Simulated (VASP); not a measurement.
The system is ZrSe2.

```
Zr Se
1.0
     3.79800    0.00000    0.00000
    -1.89900    3.28916    0.00000
     0.00000    0.00000    6.19200
Zr Se
1 2
Direct
  0.00000 0.00000 0.00000
  0.33333 0.66667 0.25000
  0.66667 0.33333 0.75000
```

| Property | Result |
| --- | --- |
| Program | VASP 6.6.1 |
| Task | relaxation of cell and atoms |
| Functional | PBEsol |
| Potentials or basis | VASP PAW PBE potentials, release 64 (Zr_sv, Se) |
| Cutoff | 600 eV |
| k mesh | 9 × 9 × 5 |
| Occupations | gaussian, width 0.03 eV |
| Spin | no spin polarisation |

At the start: pressure -1.1 GPa; volume 25.78 Å³/atom.

Q: How do energy, volume and symmetry change on relaxing?

A: Over 18 steps the energy falls by 6.8 meV/atom and the volume is 24.73 Å³/atom (-4.1 %); space group P-3m1 (No. 164, to 0.05 Å).

The path:
| step | energy change (eV) | largest force (eV/Å) | pressure (GPa) | volume (Å³) |
| --- | --- | --- | --- | --- |
| 1 | 0.0000 | 0.1101 | -1.06 | 77.35 |
| 2 | -0.0117 | 0.2678 | 0.78 | 75.46 |
| 3 | -0.0117 | 0.2575 | 0.67 | 75.58 |
| 4 | -0.0173 | 0.0111 | -0.14 | 75.71 |
| 5 | -0.0175 | 0.0436 | -0.04 | 75.69 |
| 6 | -0.0178 | 0.0376 | -0.08 | 75.64 |
| 7 | -0.0186 | 0.0209 | -0.22 | 75.46 |
| 8 | -0.0191 | 0.0137 | -0.47 | 75.11 |
| 9 | -0.0192 | 0.0102 | -0.47 | 75.05 |
| 10 | -0.0194 | 0.0006 | -0.36 | 74.87 |
| 11 | -0.0197 | 0.0186 | -0.18 | 74.52 |
| 12 | -0.0195 | 0.0566 | 0.18 | 73.82 |
| 13 | -0.0198 | 0.0297 | -0.08 | 74.33 |
| 14 | -0.0199 | 0.0281 | -0.07 | 74.31 |
| 15 | -0.0201 | 0.0228 | -0.02 | 74.25 |
| 16 | -0.0202 | 0.0122 | 0.06 | 74.13 |
| 17 | -0.0202 | 0.0131 | 0.05 | 74.14 |
| 18 | -0.0203 | 0.0037 | 0.01 | 74.18 |

Final structure:
```
Zr Se
1.0
     3.73304    0.00000    0.00000
    -1.86652    3.23290    0.00000
     0.00000    0.00000    6.14638
Zr Se
1 2
Direct
  0.00000 0.00000 0.00000
  0.33333 0.66667 0.25834
  0.66667 0.33333 0.74166
```

Caveat: the PAW data sets were made with another functional, which shifts forces and pressure a little; this functional lacks dispersion, which binds the layers, so the pressure and a relaxed spacing across them are unreliable.
